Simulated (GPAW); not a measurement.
Write an ASE script for GPAW 26.7.0 that does the following.

| Item | Value |
| --- | --- |
| Task | relaxation of cell and atoms |
| Functional | PBEsol |
| Potentials or basis | PAW data sets generated in the run's folder for this functional |
| Cutoff | 600 eV |
| Basis | pw |
| k mesh | 10 × 10 × 10 |
| Occupations | fermi-dirac, width 0.05 eV |
| Spin | no spin polarisation |
| Target pressure | 10 GPa |
| Maxiter | 150 |
| Optimizer | BFGS |
| Fmax | 0.02 eV/Å |
| Max steps | 60 |
| Target pressure | 10 GPa |
| Convergence | density=1e-05 forces=0.0001 |

Crystal: Hf.

```
Hf
1.0
    -1.80500    1.80500    1.80500
     1.80500   -1.80500    1.80500
     1.80500    1.80500   -1.80500
Hf
1
Cartesian
  0.0000 0.0000 0.0000
```

This isn't the form of Hf at room conditions, which is hcp.

One way to write it, as run:

run.py

```python
from ase import Atoms
from ase.filters import FrechetCellFilter
from ase.io import write
from ase.optimize import BFGS
from ase.units import GPa
from gpaw import GPAW, PW, setup_paths

setup_paths.insert(0, '.')

atoms = Atoms(['Hf'],
              cell=[[-1.805, 1.805, 1.805],
                    [1.805, -1.805, 1.805],
                    [1.805, 1.805, -1.805]],
              scaled_positions=[[0.0, 0.0, 0.0]],
              pbc=True)

calc = GPAW(mode=PW(600),
            xc='PBEsol',
            kpts={'size': (10, 10, 10), 'gamma': True},
            occupations={'name': 'fermi-dirac', 'width': 0.05},
            nbands=14,
            convergence={'density': 1e-05, 'forces': 0.0001},
            maxiter=150,
            txt='gpaw.txt')
atoms.calc = calc
opt = BFGS(FrechetCellFilter(atoms, scalar_pressure=10 * GPa), trajectory='relax.traj', logfile='-')
done = opt.run(fmax=0.02, steps=60)
calc.write('gs.gpw')
write('result.traj', atoms)
print('Converged:', done)
print('Cell:', atoms.cell.cellpar().round(4))
print('Volume:', round(atoms.get_volume(), 4))
print(atoms.get_scaled_positions().round(5))
```

Potentials or basis: PAW data sets generated in the run's folder for this functional, pw.

Run with:

```sh
$ gpaw-setup -f PBEsol Hf
$ OMP_NUM_THREADS=1 python run.py
```

It gave:

* Relaxed volume: 19.74 Å³/atom
* Relaxed cell: a = 2.949 Å, b = 2.949 Å, c = 2.949 Å, α = 109.47°, β = 109.47°, γ = 109.47°
* Space group after relaxing (to 0.05 Å): Im-3m (No. 229)
* Energy change on relaxing (the enthalpy is what falls): -10.6 meV/atom
* Ionic steps: 4
* Pressure after relaxing: 10.0 GPa
* Band gap on the k mesh: none (metal or under the smearing width)

Caveat: later steps reuse the first step's grids; the volume moved by over 15 % at a fixed basis, so the end points are rough.

Wall time 42 s on 1 thread of Arm Neoverse V1, with other jobs on the host, peak memory 0.16 GiB.
